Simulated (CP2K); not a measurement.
# InSe (R3m) in CP2K: reference runs

How does InSe come out in PBEsol? The cell is run as given, and energy against volume gives the equilibrium volume and stiffness.

Everything below comes from runs of CP2K 2026.2. Logs are shortened: lines on timing, memory, paths and dates and some standing lists are left out, and cuts for length are marked.

**The experiment to reproduce.**

“The Interaction of Hydrogen with the van der Waals Crystal γ-InSe”, 2020, pmc:7321205 reports, for a bulk crystal of InSe at 300 K: band gap 1.25 eV.

How close the calculation comes is told below.

### 1 Starting point

Symmetry: R3m, No. 160, trigonal system. Conventional cell: a = 4.000 Å, b = 4.000 Å, c = 25.320 Å, α = 90.00°, β = 90.00°, γ = 120.00°. Around In (site symmetry 3m) lie 3 Se at 2.63 Å and 1 In at 2.82 Å. In (site symmetry 3m) has 3 Se at 2.64 Å and 1 In at 2.82 Å as nearest neighbours. Se (site symmetry 3m) has 3 In at 2.63 Å as nearest neighbours. Se (site symmetry 3m) is surrounded by 3 In at 2.64 Å.

### 2 Single point, PBEsol

Input file inse_scf.inp:

```
&GLOBAL
  PROJECT inse_scf
  RUN_TYPE ENERGY_FORCE
  PRINT_LEVEL LOW
&END GLOBAL
&FORCE_EVAL
  METHOD QS
  STRESS_TENSOR ANALYTICAL
  &DFT
    BASIS_SET_FILE_NAME BASIS_MOLOPT_UZH
    POTENTIAL_FILE_NAME POTENTIAL_UZH
    &MGRID
      CUTOFF 450
      REL_CUTOFF 60
      NGRIDS 4
    &END MGRID
    &QS
      METHOD GPW
      EPS_DEFAULT 1.0E-10
    &END QS
    &KPOINTS
      SCHEME MONKHORST-PACK 8 8 8
      GAMMA_CENTERED T
      SYMMETRY T
      SYMMETRY_BACKEND SPGLIB
    &END KPOINTS
    &SCF
      SCF_GUESS ATOMIC
      EPS_SCF 1.0E-6
      MAX_SCF 100
      ADDED_MOS 14
      CHOLESKY OFF
      EPS_EIGVAL 1.0E-7
      &DIAGONALIZATION ON
        ALGORITHM STANDARD
      &END DIAGONALIZATION
      &MIXING ON
        METHOD BROYDEN_MIXING
        ALPHA 0.4
        BETA 1.5
        NBUFFER 8
      &END MIXING
      &SMEAR ON
        METHOD FERMI_DIRAC
        ELECTRONIC_TEMPERATURE [K] 580.226
      &END SMEAR
    &END SCF
    &XC
      &XC_FUNCTIONAL
        &GGA_X_PBE_SOL
        &END GGA_X_PBE_SOL
        &GGA_C_PBE_SOL
        &END GGA_C_PBE_SOL
      &END XC_FUNCTIONAL
    &END XC
    &PRINT
      &KPOINTS ON
      &END KPOINTS
      &MULLIKEN ON
      &END MULLIKEN
      &MO ON
        ENERGIES T
        OCCUPATION_NUMBERS T
        &EACH
          QS_SCF 0
        &END EACH
        ADD_LAST NUMERIC
      &END MO
      &LOWDIN ON
      &END LOWDIN
      &HIRSHFELD ON
        SHAPE_FUNCTION DENSITY
      &END HIRSHFELD
    &END PRINT
  &END DFT
  &SUBSYS
    &CELL
      ABC 8.7502533297 8.7502533297 8.7502533297
      ALPHA_BETA_GAMMA 26.4251818029 26.4251818029 26.4251818026
      PERIODIC XYZ
    &END CELL
    &COORD
      In  21.7016037966 5.0950968171 3.0497904028
      In  0.0000000000 0.0000000000 0.0000000000
      Se  4.1981833138 0.9856483714 0.5899830860
      Se  9.3659296151 2.1989304855 1.3162217190
    &END COORD
    &KIND In
      BASIS_SET TZVP-MOLOPT-PBE-GTH-q13
      POTENTIAL GTH-PBE-q13
    &END KIND
    &KIND Se
      BASIS_SET TZVP-MOLOPT-PBE-GTH-q6
      POTENTIAL GTH-PBE-q6
    &END KIND
    &PRINT
      &ATOMIC_COORDINATES ON
      &END ATOMIC_COORDINATES
      &CELL ON
      &END CELL
    &END PRINT
  &END SUBSYS
  &PRINT
    &FORCES ON
    &END FORCES
    &STRESS_TENSOR ON
    &END STRESS_TENSOR
  &END PRINT
&END FORCE_EVAL
```

Potentials or basis: POTENTIAL_UZH In GTH-PBE-q13, Se GTH-PBE-q6; TZVP-MOLOPT-PBE-GTH basis.

Launch:

```sh
$ OMP_NUM_THREADS=1 mpirun -n 4 cp2k.psmp -i inse_scf.inp -o inse_scf.out
```

inse_scf.out:

```text

 CP2K| version string:                                       CP2K version 2026.2
 CP2K| Input file name                                              inse_scf.inp

 GLOBAL| Force Environment number                                              1
 GLOBAL| Basis set file name                                    BASIS_MOLOPT_UZH
 GLOBAL| Potential file name                                       POTENTIAL_UZH
 GLOBAL| MM Potential file name                                     MM_POTENTIAL
 GLOBAL| Coordinate file name                                      __STD_INPUT__
 GLOBAL| Method name                                                        CP2K
 GLOBAL| Project name                                                   inse_scf
 GLOBAL| Run type                                                   ENERGY_FORCE
 GLOBAL| FFT library                                                       FFTW3
 GLOBAL| Diagonalization library                                       ScaLAPACK
 GLOBAL| Cholesky decomposition library                                ScaLAPACK
 GLOBAL| DGEMM library                                                      BLAS
 GLOBAL| Direct generalized diagonalization requested                          F
 GLOBAL| Matrix multiplication library                                 ScaLAPACK
 GLOBAL| Global print level                                                  LOW
 GLOBAL| Total number of message passing processes                             4
 GLOBAL| Number of threads for this process                                    1
 GLOBAL| CPU model name                                                  UNKNOWN

 CELL| Volume [angstrom^3]:                                           116.948071
 CELL| Vector a [angstrom]:       8.750     0.000     0.000   |a| =     8.750253
 CELL| Vector b [angstrom]:       7.836     3.894     0.000   |b| =     8.750253
 CELL| Vector c [angstrom]:       7.836     1.840     3.432   |c| =     8.750253
 CELL| Angle (b,c), alpha [degree]:                                    26.425182
 CELL| Angle (a,c), beta  [degree]:                                    26.425182
 CELL| Angle (a,b), gamma [degree]:                                    26.425182
 CELL| Numerically orthorhombic:                                              NO
 CELL| Periodicity                                                           XYZ

 CELL_REF| Volume [angstrom^3]:                                       116.948071
 CELL_REF| Vector a [angstrom     8.750     0.000     0.000   |a| =     8.750253
 CELL_REF| Vector b [angstrom     7.836     3.894     0.000   |b| =     8.750253
 CELL_REF| Vector c [angstrom     7.836     1.840     3.432   |c| =     8.750253
 CELL_REF| Angle (b,c), alpha [degree]:                                26.425182
 CELL_REF| Angle (a,c), beta  [degree]:                                26.425182
 CELL_REF| Angle (a,b), gamma [degree]:                                26.425182
 CELL_REF| Numerically orthorhombic:                                          NO
 CELL_REF| Periodicity                                                       XYZ
[... 10 lines left out ...]

  Total number of            - Atomic kinds:                                   2
                             - Atoms:                                          4
                             - Shell sets:                                     4
                             - Shells:                                        34
                             - Primitive Cartesian functions:                 20
                             - Cartesian basis functions:                    116
                             - Spherical basis functions:                    102

  Maximum angular momentum of- Orbital basis functions:                        3
                             - Local part of the GTH pseudopotential:          0
                             - Non-local part of the GTH pseudopotential:      4

 MODULE QUICKSTEP: ATOMIC COORDINATES IN ANGSTROM

   Atom Kind Element         X             Y             Z       Z(eff)     Mass
      1    1 In   49     21.701604      5.095097      3.049790  13.0000 114.8180
      2    1 In   49      0.000000      0.000000      0.000000  13.0000 114.8180
      3    2 Se   34      4.198183      0.985648      0.589983   6.0000  78.9600
      4    2 Se   34      9.365930      2.198930      1.316222   6.0000  78.9600

 SCF PARAMETERS         Density guess:                                    ATOMIC
                        --------------------------------------------------------
                        max_scf:                                             100
[... 7 lines left out ...]
                        --------------------------------------------------------
                        level_shift [a.u.]:                             0.000000
                        added MOs                                        14    0
                        --------------------------------------------------------
                        Mixing method:                            BROYDEN_MIXING
                                                charge density mixing in g-space
                        --------------------------------------------------------
                        Smear method:                                FERMI_DIRAC
                        Electronic temperature [K]:                        580.2
[... 82 lines left out ...]
     9 Broy./Diag. 0.40E+00    4.2     0.00017116      -131.3362802364 -4.71E-03
    10 Broy./Diag. 0.40E+00    4.3     0.00014337      -131.3363450664 -6.48E-05
    11 Broy./Diag. 0.40E+00    4.3     0.00004447      -131.3358142987  5.31E-04
    12 Broy./Diag. 0.40E+00    4.2     0.00004603      -131.3356297045  1.85E-04
    13 Broy./Diag. 0.40E+00    4.4     0.00001995      -131.3355420240  8.77E-05
    14 Broy./Diag. 0.40E+00    4.2     0.00000621      -131.3355136485  2.84E-05
    15 Broy./Diag. 0.40E+00    4.2     0.00000336      -131.3355153035 -1.66E-06
    16 Broy./Diag. 0.40E+00    4.1     0.00000064      -131.3355175557 -2.25E-06

  *** SCF run converged in    16 steps ***

  Electronic density on regular grids:        -37.9999999952        0.0000000048
  Core density on regular grids:               37.9999999951       -0.0000000049
  Total charge density on r-space grids:       -0.0000000001
  Total charge density g-space grids:          -0.0000000001

  Overlap energy of the core charge distribution:               0.00000000127073
  Self energy of the core charge distribution:               -219.71534429669862
  Core Hamiltonian energy:                                     65.03333909445624
  Hartree energy:                                              42.10570357377284
  Exchange-correlation energy:                                -18.75921171137528
  Electronic entropic energy:                                  -0.00000421706697
  Fermi energy:                                                 0.15719776419165

  Total energy:                                              -131.33551755565003
  Total energy (extrapolated to T->0):                       -131.33551544711653

 MO| EIGENVALUES AND OCCUPATION NUMBERS FOR K POINT 1
 MO|
 MO|  Index      Eigenvalue [a.u.]        Eigenvalue [eV]             Occupation
 MO|      1              -0.390722             -10.632098               2.000000
 MO|      2              -0.384166             -10.453699               2.000000
 MO|      3              -0.384166             -10.453699               2.000000
 MO|      4              -0.381109             -10.370503               2.000000
 MO|      5              -0.381109             -10.370503               2.000000
 MO|      6              -0.380219             -10.346278               2.000000
[... 493 lines left out ...]
 MO|     32               0.583289              15.872097               0.000000
 MO|     33               0.621141              16.902108               0.000000
 MO| Sum:                                                              38.000000
 MO| E(Fermi):            0.157198 a.u.          4.277569 eV
 MO| Band gap:            0.130889 a.u.          3.561662 eV

 MO| EIGENVALUES AND OCCUPATION NUMBERS FOR K POINT 14
 MO|
 MO|  Index      Eigenvalue [a.u.]        Eigenvalue [eV]             Occupation
 MO|      1              -0.394684             -10.739886               2.000000
 MO|      2              -0.391526             -10.653976               2.000000
 MO|      3              -0.388214             -10.563841               2.000000
 MO|      4              -0.384143             -10.453050               2.000000
 MO|      5              -0.380808             -10.362315               2.000000
 MO|      6              -0.379222             -10.319157               2.000000
[... 25 lines left out ...]
 MO|     32               0.557386              15.167233               0.000000
 MO|     33               0.602456              16.393653               0.000000
 MO| Sum:                                                              38.000000
 MO| E(Fermi):            0.157198 a.u.          4.277569 eV

 [... the levels of further k-points ...]

 !-----------------------------------------------------------------------------!
                     Mulliken Population Analysis

 #  Atom  Element  Kind  Atomic population                           Net charge
       1     In       1         13.010319                             -0.010319
       2     In       1         13.026340                             -0.026340
       3     Se       2          5.989904                              0.010096
       4     Se       2          5.973437                              0.026563
 # Total charge                             38.000000                  0.000000

 !-----------------------------------------------------------------------------!

 !-----------------------------------------------------------------------------!
                           Hirshfeld Charges

  #Atom  Element  Kind  Ref Charge     Population                    Net charge
      1       In     1      13.000         12.857                         0.143
      2       In     1      13.000         12.858                         0.142
      3       Se     2       6.000          6.142                        -0.142
      4       Se     2       6.000          6.142                        -0.142

  Total Charge                                                            0.000
 !-----------------------------------------------------------------------------!

 LOWDIN POPULATION ANALYSIS

 #  Atom  Element  Kind  Atomic population                           Net charge
       1     In       1         14.013596                             -1.013596
       2     In       1         14.031752                             -1.031752
       3     Se       2          4.974627                              1.025373
       4     Se       2          4.980025                              1.019975
 # Total charge                             38.000000                  0.000000

 ENERGY| Total FORCE_EVAL ( QS ) energy [hartree]           -131.335515423155215

 FORCES| Atomic forces [hartree/bohr]
 FORCES|   Atom     x               y               z               |f|
 FORCES|      1  8.73915807E-03  2.05178051E-03  1.22813466E-03   9.06040847E-03
 FORCES|      2 -8.40249295E-03 -1.97273941E-03 -1.18082228E-03   8.71136785E-03
 FORCES|      3 -5.11092084E-03 -1.19992813E-03 -7.18245618E-04   5.29879383E-03
 FORCES|      4  4.80390887E-03  1.12784899E-03  6.75100480E-04   4.98049640E-03
 FORCES| Sum     2.96531524E-05  6.96196070E-06  4.16724298E-06
 FORCES| Total atomic force                                       3.07431986E-05

 STRESS| Analytical stress tensor [bar]
 STRESS|                        x                   y                   z
 STRESS|      x        4.19454326901E+03  -2.63993965285E+03  -1.58015969313E+03
 STRESS|      y       -2.63993965285E+03   1.48188111810E+04  -3.70988677626E+02
 STRESS|      z       -1.58015969313E+03  -3.70988677626E+02   1.52164372237E+04
 STRESS| 1/3 Trace                                             1.14099305579E+04
 STRESS| Determinant                                           7.99104231680E+11

 STRESS| Eigenvectors and eigenvalues of the analytical stress tensor [bar]
 STRESS|                        1                   2                   3
 STRESS| Eigenvalues   3.35266009077E+03   1.54385023058E+04   1.54386292771E+04
 STRESS|      x           0.964542358774     -0.116530793165     -0.236809232033
 STRESS|      y           0.226459727080     -0.095407067956      0.969336620269
 STRESS|      z           0.135550839697      0.988593984216      0.065634626753
```

Wall time 75 s (4 MPI ranks of Arm Neoverse V2, shared host).

What came out:

* Free energy: -3573.8211 eV
* Pressure: 1.1 GPa
* Largest force: 0.466 eV/Å
* Band gap on the k mesh: 0.29 eV, direct
* Mulliken charges: In -0.01, -0.03; Se +0.01, +0.03 e
* Hirshfeld charges: In +0.14; Se -0.14 e

Forces in eV/Å, atoms in the order of the input:
```
In   0.449  0.106  0.063
In  -0.432 -0.101 -0.061
Se  -0.263 -0.062 -0.037
Se   0.247  0.058  0.035
```

Caveat: Mulliken charges move with the basis; the potentials were made for another functional, which shifts forces and pressure; spin-orbit coupling is left out, which moves the levels of the heavy elements; the basis of atomic orbitals isn't converged, which shifts pressures, moduli and gaps.

[end of part 1 of 2]
